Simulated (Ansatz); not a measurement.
SnO2, space group I4_1/amd, a comparison of functionals at one structure

Program: the Python package of Ansatz (0.2.0).

At the Python prompt:
```pycon
>>> import warnings
>>> import ansatz as az
>>> import pandas as pd
>>> KGRID = (8, 8, 8)
>>> SMEARING = "Fermi-Dirac"
>>> WIDTH_EV = 0.02
>>> warnings.simplefilter("ignore", az.DeckWarning)
>>> crystal = (
...     az.Lattice.of([-2.00007, 2.00007, 5.12368], [2.00007, -2.00007, 5.12368], [2.00007, 2.00007, -5.12368])
...     .atom("Sn", [0.75, 0.25, 0.5])
...     .atom("Sn", [0.0, 0.0, 0.0])
...     .atom("O", [0.79652, 0.79652, 0.0])
...     .atom("O", [0.95348, 0.45348, 0.5])
...     .atom("O", [0.20348, 0.20348, 0.0])
...     .atom("O", [0.54652, 0.04652, 0.5])
... )
>>> model = (
...     crystal.calculation()
...     .pseudopotentials("paw")
...     .basis(41 * az.Ry)
...     .kpoints(*KGRID)
...     .occupations(SMEARING, width=WIDTH_EV)
...     .forces()
...     .stress()
... )
>>> rows = []
>>> for value in ["lda", "blyp", "pbesol"]:
...     summary = model.functional(value).run(threads=1, pin="off").report
...     rows.append((value, summary["free_energy_ev"] / len(summary["lattice"]["sites"]), summary["n_iterations"], sum(summary["stress_gpa"][i][i] for i in range(3)) / 3, max(abs(f) for row in summary["forces_ev_ang"] for f in row), summary["n_kpoints"]))
...
>>> table = pd.DataFrame(rows, columns=["functional", "F/atom (eV)", "iterations", "P (GPa)", "max component (eV/A)", "k-points"])
>>> table.round(5)
  functional  F/atom (eV)  iterations   P (GPa)  max component (eV/A)  k-points
0        lda  -2329.97460           7  -3.89975               0.19457        59
1       blyp  -2392.95242           6  10.40369               0.14555        59
2     pbesol  -2357.10971           6   0.66256               0.08233        59
```

From lowest to highest: LDA (-3.9 GPa), PBEsol (0.7 GPa) and BLYP (10.4 GPa). At a fixed cell a lower pressure usually means a smaller equilibrium volume, so LDA prefers the smallest cell and BLYP the largest.

What to keep in mind:
- Pressure is positive in compression.
- This cell is a computed structure, which may not be the phase found in nature.
- Total energies of different functionals can't be compared; pressures, moments and gaps at this one structure can.
- It ran for 69 s on 1 thread of Arm Neoverse N1 (shared host), peak memory 0.58 GiB.
